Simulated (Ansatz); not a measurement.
## SnO2: random displacements

The calculation used Ansatz 0.2.0, DFT r2SCAN, scalar-relativistic, plane waves, PAW. Settings: plane waves to 500 eV, k-mesh 6×6×8 (Γ-centred), Gaussian smearing 0.05 eV. No spin polarisation. Energies are free energies at this smearing, counted from the undisturbed cell; pressure is positive in compression.

The starting cell (relaxed at this level):

```
CELL_PARAMETERS angstrom
4.76022 0.00000 0.00000
0.00000 4.76022 0.00000
0.00000 0.00000 3.20057
ATOMIC_POSITIONS crystal
Sn 0.00000 0.00000 0.00000
Sn 0.50000 0.50000 0.50000
O 0.30589 0.30589 0.00000
O 0.19411 0.80589 0.50000
O 0.69411 0.69411 0.00000
O 0.80589 0.19411 0.50000
```

The atoms are displaced (Å, in the unstrained cell):

```tsv
atom	ux	uy	uz
Sn1	-0.031	-0.046	-0.015
Sn2	0.004	0.055	-0.024
O3	0.006	-0.002	0.002
O4	0.060	0.015	0.062
O5	-0.037	-0.017	-0.007
O6	-0.002	-0.005	-0.017
```

Strain (Voigt, engineering shear): (-0.0019, 0.0296, -0.0420, 0.1635, 0.0061, -0.0760).

Q: What are the energy change, the stress and the forces?

A: ΔE = 233.8 meV/atom; stress (xx, yy, zz, yz, xz, xy; compression positive) (9.09, 6.78, 26.33, -20.42, -6.01, 16.26) GPa; gap on the mesh 2.01 eV.
| atom | Fx (eV/Å) | Fy | Fz |
| --- | --- | --- | --- |
| Sn1 | 1.43 | 1.28 | 0.82 |
| Sn2 | -1.87 | -2.46 | 2.03 |
| O3 | -0.57 | -0.52 | 1.10 |
| O4 | -0.68 | 0.01 | -0.08 |
| O5 | 2.00 | 1.50 | -2.87 |
| O6 | -0.31 | 0.21 | -1.00 |

Cost: 1 run of about 0.47 core-minutes, on Intel Xeon 6975P-C (Granite Rapids) (shared hosts).